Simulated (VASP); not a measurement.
# CdO in VASP: relaxation of the atoms with PBEsol

Aim: the relaxation of the atoms of CdO with PBEsol.

All numbers are computed with VASP 6.6.1; they aren't measurements. Logs are shortened: lines on timing, memory, paths and dates and some standing lists are left out, and cuts for length are marked.

### 1 The structure

The cell holds a slab with vacuum, 8 atoms: a = 3.323 Å, b = 3.323 Å, c = 23.049 Å, α = 90.00°, β = 90.00°, γ = 90.00°.

### 2 Relaxation of the atoms, PBEsol

INCAR reads:

```
PREC = Accurate
ENCUT = 520
EDIFF = 1E-7
ISMEAR = 1
SIGMA = 0.1
LREAL = False
LASPH = True
NELM = 60
ALGO = Normal
ISIF = 2
LWAVE = False
LCHARG = False
LDIPOL = True
IDIPOL = 3
DIPOL = 0.5 0.5 0.500
GGA = PS
IBRION = 2
NSW = 100
EDIFFG = -0.015
KPAR = 8
```

KPOINTS reads:

```
regular mesh
0
Gamma
  10 10 1
```

POSCAR reads:

```
CdO
1.0
    3.3226947650      0.0000000000      0.0000000000
    0.0000000000      3.3226947650      0.0000000000
    0.0000000000      0.0000000000     23.0485000000
Cd O
4 4
Direct
    0.5000000000      0.5000000000      0.3470941710
    1.0000000000      0.0000000000      0.4490313903
    0.5000000000      0.5000000000      0.5509686097
    1.0000000000      0.0000000000      0.6529058290
    1.0000000000      1.0000000000      0.3470941710
    0.5000000000      0.5000000000      0.4490313903
    1.0000000000      1.0000000000      0.5509686097
    0.5000000000      0.5000000000      0.6529058290
```

Potentials or basis: VASP PAW PBE potentials, release 64 (Cd, O).

On the command line:

```sh
$ cat potpaw_PBE.64/Cd/POTCAR potpaw_PBE.64/O/POTCAR > POTCAR
$ mpirun -np 8 vasp_std > vasp.out
```

OUTCAR:

```text
PREC = Accurate
   ENCUT = 520
   EDIFF = 1E-7
   ISMEAR = 1
   LREAL = False
   LASPH = True
   NELM = 60
   ISIF = 2
   GGA = PS
   IBRION = 2
   NSW = 100
   EDIFFG = -0.015

 ion  position               nearest neighbor table
   1  0.500  0.500  0.347-   6 2.35   5 2.35   5 2.35   5 2.35   5 2.35   2 3.32   2 3.32   2 3.32
                             2 3.32
   2  0.000  0.000  0.449-   5 2.35   6 2.35   6 2.35   6 2.35   6 2.35   7 2.35   1 3.32   1 3.32
                             1 3.32   1 3.32   3 3.32   3 3.32   3 3.32   3 3.32
   3  0.500  0.500  0.551-   8 2.35   7 2.35   7 2.35   7 2.35   7 2.35   6 2.35   4 3.32   4 3.32
                             4 3.32   4 3.32   2 3.32   2 3.32   2 3.32   2 3.32
   4  0.000  0.000  0.653-   7 2.35   8 2.35   8 2.35   8 2.35   8 2.35   3 3.32   3 3.32   3 3.32
                             3 3.32
   5  0.000  0.000  0.347-   2 2.35   1 2.35   1 2.35   1 2.35   1 2.35
   6  0.500  0.500  0.449-   1 2.35   2 2.35   2 2.35   2 2.35   2 2.35   3 2.35
   7  0.000  0.000  0.551-   4 2.35   3 2.35   3 2.35   3 2.35   3 2.35   2 2.35
   8  0.500  0.500  0.653-   3 2.35   4 2.35   4 2.35   4 2.35   4 2.35

  LATTYP: Found a simple tetragonal cell.
 ALAT       =     3.3226947650
 C/A-ratio  =     6.9366889318

  Lattice vectors:

 A1 = (   3.3226947650,   0.0000000000,   0.0000000000)
 A2 = (   0.0000000000,   3.3226947650,   0.0000000000)
 A3 = (   0.0000000000,   0.0000000000,  23.0485000000)

Analysis of symmetry for initial positions (statically):
=====================================================================
 Subroutine PRICEL returns:
 Original cell was already a primitive cell.

 Routine SETGRP: Setting up the symmetry group for a
 simple tetragonal supercell.

 Subroutine GETGRP returns: Found 16 space group operations
 (whereof  8 operations were pure point group operations)
 out of a pool of 16 trial point group operations.

The static configuration has the point symmetry C_4v.
 The point group associated with its full space group is D_4h.

Analysis of symmetry for dynamics (positions and initial velocities):
=====================================================================
 Subroutine PRICEL returns:
 Original cell was already a primitive cell.

 Routine SETGRP: Setting up the symmetry group for a
 simple tetragonal supercell.

 Subroutine GETGRP returns: Found 16 space group operations
 (whereof  8 operations were pure point group operations)
 out of a pool of 16 trial point group operations.

The dynamic configuration has the point symmetry C_4v.
 The point group associated with its full space group is D_4h.

 Subroutine INISYM returns: Found 16 space group operations
 (whereof  8 operations are pure point group operations),
 and found     1 'primitive' translations

----------------------------------------------------------------------------------------

                                     Primitive cell

  volume of cell :     254.4624

  direct lattice vectors                    reciprocal lattice vectors
     3.322694765  0.000000000  0.000000000     0.300960537  0.000000000  0.000000000
     0.000000000  3.322694765  0.000000000     0.000000000  0.300960537  0.000000000
     0.000000000  0.000000000 23.048500000     0.000000000  0.000000000  0.043386771

  length of vectors
     3.322694765  3.322694765 23.048500000     0.300960537  0.300960537  0.043386771

  position of ions in fractional coordinates (direct lattice)
     0.500000000  0.500000000  0.347094171
     0.000000000  0.000000000  0.449031390
     0.500000000  0.500000000  0.550968610
     0.000000000  0.000000000  0.652905829
     0.000000000  0.000000000  0.347094171
     0.500000000  0.500000000  0.449031390
     0.000000000  0.000000000  0.550968610
     0.500000000  0.500000000  0.652905829

  ion indices of the primitive-cell ions
   primitive index   ion index
                 1           1
                 2           2
[... 54 lines left out ...]
  0.500000  0.400000  0.000000      4.000000
  0.500000  0.500000  0.000000      1.000000
   k-points           NKPTS =     21   k-points in BZ     NKDIM =     21   number of bands    NBANDS=     43
   number of dos      NEDOS =    301   number of ions     NIONS =      8
   total plane-waves  NPLWV = 141120
   dimension x,y,z NGX =    28 NGY =   28 NGZ =  180
   dimension x,y,z NGXF=    56 NGYF=   56 NGZF=  360
   ions per type =               4   4
   NGX,Y,Z   is equivalent  to a cutoff of  14.01, 14.01, 12.98 a.u.
   NGXF,Y,Z  is equivalent  to a cutoff of  28.02, 28.02, 25.97 a.u.
 SYSTEM =  unknown system
   PREC   = accura    normal or accurate (medium, high low for compatibility)
   ISTART =      0    job   : 0-new  1-cont  2-samecut
   ICHARG =      2    charge: 1-file 2-atom 10-const
   ISPIN  =      1    spin polarized calculation?
   LNONCOLLINEAR =      F non collinear calculations
   LSORBIT =      F    spin-orbit coupling
   LASPH  =      T    aspherical Exc in radial PAW
   ENCUT  =  520.0 eV  38.22 Ry    6.18 a.u.   6.18  6.18 42.85*2*pi/ulx,y,z
   NELM   =     60;   NELMIN=  2; NELMDL= -5     # of ELM steps
   EDIFF  = 0.1E-06   stopping-criterion for ELM
   LREAL  =      F    real-space projection
   EDIFFG = -.1E-01   stopping-criterion for IOM
   NSW    =    100    number of steps for IOM
   IBRION =      2    ionic relax: 0-MD 1-quasi-New 2-CG
   NFREE  =      1    steps in history (QN), initial steepest desc. (CG)
   ISIF   =      2    stress and relaxation
   ISYM   =      2    0-nonsym 1-usesym 2-fastsym
   POTIM  = 0.5000    time-step for ionic-motion
   TEBEG  =    0.0;   TEEND  =   0.0 temperature during run
   PSTRESS=    0.0 pullay stress
   NELECT =      72.0000    total number of electrons
   NUPDOWN=      -1.0000    fix difference up-down
   EMIN   =  10.00;   EMAX   =-10.00  energy-range for DOS
   EFERMI =   0.00;   METHOD = LEGACY
   ISMEAR =     1;   SIGMA  =   0.10  broadening in eV -4-tet -1-fermi 0-gaus
   EFERMI_NEDOS =   21; number of points for ismear=-14 and -15
   IALGO  =     38    algorithm
   IMIX   =      4    mixing-type and parameters
     AMIX     =   0.40;   BMIX     =  1.00
     AMIX_MAG =   1.60;   BMIX_MAG =  1.00
  volume/ion in A,a.u.               =      31.81       214.65
  Fermi-wavevector in a.u.,A,eV,Ry     =   1.074759  2.031000 15.716187  1.155107
  Thomas-Fermi vector in A             =   2.210596
   LORBIT       =      0    0 simple, 1 ext, 2 COOP (PROOUT), +10 PAW based schemes
   GGA     = PS    functional components
   LHFCALC =     F    Hartree Fock is set to
   AEXX    =    0.0000 exact exchange contribution
   IVDW    =     0    specifies the selected vdW correction
   LEPSILON=     F    determine dielectric tensor
   LRPA    =     F    only Hartree local field effects (RPA)
 conjugate gradient relaxation of ions
 non-spin polarized calculation
 Methfessel and Paxton  Order N= 1 SIGMA  =   0.10
  energy-cutoff  :      520.00
  volume of cell :      254.46
 maximum number of plane-waves:      6904
 NGX is ok and might be reduce to    28
   NGX = 13   NGY = 13   NGZ = 85

--------------------------------------- Ionic step        1  -------------------------------------------

 number of electron      72.0000020 magnetization

 Free energy of the ion-electron system (eV)
  ---------------------------------------------------
  ext. energy  EPLUGINS =         0.00000000
  ---------------------------------------------------
  free energy    TOTEN  =       -33.08481786 eV

  energy without entropy =      -33.08510970  energy(sigma->0) =      -33.08491514

------------------------ aborting loop because EDIFF is reached ----------------------------------------

  FORCE on cell =-STRESS in cart. coord.  units (eV):
  Direction    XX          YY          ZZ          XY          YZ          ZX
  --------------------------------------------------------------------------------------
  -------------------------------------------------------------------------------------
  Total       -3.8567318     -3.8567318      0.0398064      0.0000000      0.0000000      0.0000000
  in kB      -24.2832302    -24.2832302      0.2506342      0.0000000      0.0000000      0.0000000
  external PRESSURE =     -16.1052754 kB  Pullay stress =       0.0000000 kB
[... 71 lines left out ...]
--------------------------------------- Ionic step        3  -------------------------------------------

 number of electron      72.0000022 magnetization

 dipolmoment           0.000000      0.000000      0.000000 electrons x Angstroem

------------------------ aborting loop because EDIFF is reached ----------------------------------------

  FORCE on cell =-STRESS in cart. coord.  units (eV):
  Direction    XX          YY          ZZ          XY          YZ          ZX
  --------------------------------------------------------------------------------------
  -------------------------------------------------------------------------------------
  Total       -3.8144247     -3.8144247      0.0911024      0.0000000      0.0000000     -0.0000000
  in kB      -24.0168510    -24.0168510      0.5736103      0.0000000      0.0000000     -0.0000000
  external PRESSURE =     -15.8200306 kB  Pullay stress =       0.0000000 kB
[... 71 lines left out ...]
--------------------------------------- Ionic step        5  -------------------------------------------

 number of electron      72.0000022 magnetization

 dipolmoment           0.000000      0.000000     -0.000000 electrons x Angstroem

 Free energy of the ion-electron system (eV)
  ---------------------------------------------------
  ext. energy  EPLUGINS =         0.00000000
  ---------------------------------------------------
  free energy    TOTEN  =       -33.08742998 eV

  energy without entropy =      -33.08768639  energy(sigma->0) =      -33.08751545

 E-fermi :  -2.1449     XC(G=0):  -5.4546

 val. band max:       -2.1681656298   @ k =   0.5000   0.0000   0.0000
 cond. band min:      -1.7395401407   @ k =   0.1000   0.0000   0.0000
 fundamental gap:      0.4286254890
 Fermi energy:        -2.1448570776

 k-point     1 :       0.0000    0.0000    0.0000
  band No.  band energies     occupation
      1     -19.3397      2.00000
      2     -19.0416      2.00000
      3     -18.7748      2.00000
      4     -18.7391      2.00000
      5      -9.3728      2.00000
      6      -9.3457      2.00000
[... 955 lines left out ...]
     42       6.2914      0.00000
     43       6.4015      0.00000

------------------------ aborting loop because EDIFF is reached ----------------------------------------

 vacuum level on the upper side and lower side of the slab       (xc-potential included)        -0.041        -0.041

  FORCE on cell =-STRESS in cart. coord.  units (eV):
  Direction    XX          YY          ZZ          XY          YZ          ZX
  --------------------------------------------------------------------------------------
  -------------------------------------------------------------------------------------
  Total       -3.8431259     -3.8431259      0.0124022      0.0000000      0.0000000     -0.0000000
  in kB      -24.1975630    -24.1975630      0.0780880      0.0000000      0.0000000     -0.0000000
  external PRESSURE =     -16.1056793 kB  Pullay stress =       0.0000000 kB
[... 23 lines left out ...]
  FREE ENERGIE OF THE ION-ELECTRON SYSTEM (eV)
  ---------------------------------------------------
  free  energy   TOTEN  =       -33.0874299825 eV

  energy  without entropy=      -33.0876863889  energy(sigma->0) =      -33.08751545

 reached required accuracy - stopping structural energy minimisation

 vacuum level on the upper side and lower side of the slab         2.771         2.771
```

It took 7.3 min on 8 MPI ranks of Intel Xeon Platinum 8259CL at 2.50GHz (Skylake/Cascade Lake), shared host; peak memory 0.54 GiB.

Results:

```
Free energy                  : -33.0874 eV
Energy gained by relaxing    : 0.3 meV/atom
Ionic steps                  : 5
Largest force after relaxing : 0.007 eV/Å
Band gap on the k mesh       : none (metal or under the smearing width)
```

Forces on the atoms (eV/Å):
```
Cd   0.000  0.000 -0.007
Cd   0.000  0.000 -0.004
Cd   0.000  0.000  0.004
Cd   0.000  0.000  0.007
O    0.000  0.000 -0.004
O    0.000  0.000 -0.006
O    0.000  0.000  0.006
O    0.000  0.000  0.004
```

The path:
| step | energy change (eV) | largest force (eV/Å) | pressure (GPa) |
| --- | --- | --- | --- |
| 1 | 0.0000 | 0.0905 | -1.61 |
| 2 | -0.0015 | 0.0612 | -1.60 |
| 3 | -0.0024 | 0.0355 | -1.58 |
| 4 | -0.0025 | 0.0154 | -1.60 |
| 5 | -0.0026 | 0.0074 | -1.61 |

Final structure:
```
CELL_PARAMETERS angstrom
3.32269 0.00000 0.00000
0.00000 3.32269 0.00000
0.00000 0.00000 23.04850
ATOMIC_POSITIONS crystal
Cd 0.50000 0.50000 0.34754
Cd 0.00000 0.00000 0.44868
Cd 0.50000 0.50000 0.55132
Cd 0.00000 0.00000 0.65246
O 0.00000 0.00000 0.34646
O 0.50000 0.50000 0.44916
O 0.00000 0.00000 0.55084
O 0.50000 0.50000 0.65354
```

Levels at points of the mesh, in eV from the Fermi level:
```
           k point  band 34  band 35  band 36  band 37  band 38  band 39
(0.00, 0.00, 0.00)    -1.52    -1.39    -1.39    -0.25     0.95     2.70
(0.50, 0.00, 0.00)    -0.08    -0.02    -0.02     4.50     4.50     4.86
(0.50, 0.50, 0.00)    -2.15    -1.52    -1.52     3.38     3.38     4.89
```

Caveat: the PAW data sets were made with another functional, which shifts forces and pressure a little.
